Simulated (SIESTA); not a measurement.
The system is TePb.

```
Pb Te
1.0
     0.00000    3.23100    3.23100
     3.23100    0.00000    3.23100
     3.23100    3.23100    0.00000
Pb Te
1 1
Cartesian
  0.0000 0.0000 0.0000
  3.2310 3.2310 3.2310
```

Base run:

- Program: SIESTA 5.4.2
- Functional: PBE
- Potentials or basis: PseudoDojo 0.4 standard (PBE files)
- Basis: TZDP (energy shift 0.003 Ry; two zetas on semicore shells)
- Grid cutoff: 500 Ry
- Energy shift: 0.003 Ry
- k mesh: 7 × 7 × 7
- Occupations: fermi-dirac, width 0.05 eV
- Spin: no spin polarisation

Its results: pressure 2.5 GPa.

Question: The run is repeated on the same cell with these changes: basis from TZDP (energy shift 0.003 Ry; two zetas on semicore shells) to SZ (energy shift 0.003 Ry). What comes out?

Answer: Pressure 5.3 GPa.

Caveats: the basis of atomic orbitals isn't converged, which shifts pressures, moduli and gaps; the basis has no polarisation orbitals (some runs).
